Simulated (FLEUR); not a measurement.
Crystal: KBr.

```
Br K
1.0
     0.00000    3.30000    3.30000
     3.30000    0.00000    3.30000
     3.30000    3.30000    0.00000
Br K
1 1
Direct
  0.50000 0.50000 0.50000
  0.00000 0.00000 0.00000
```

Base run:

```yaml
Program: FLEUR MaX-R8.1 (later development tree)
Functional: r2SCAN
Potentials_or_basis: all-electron
Basis: FLAPW
Kmax: 4.1 1/bohr
k_mesh: 7 × 7 × 7
Occupations: fermi-dirac, width 0.05 eV
Spin: no spin polarisation
```

Its results: band gap on the k mesh 5.05 eV, direct.

Q: The run is repeated on the same cell with these changes: functional from r2SCAN to PBEsol. What comes out?

A: Band gap on the k mesh 4.28 eV, direct.

r2SCAN gives the wider gap, since meta-GGAs in the generalised Kohn-Sham scheme recover part of the derivative discontinuity.

Caveats: the meta-GGA is that of a development version, with a GGA for the radial functions and cores and without core tails (some runs).
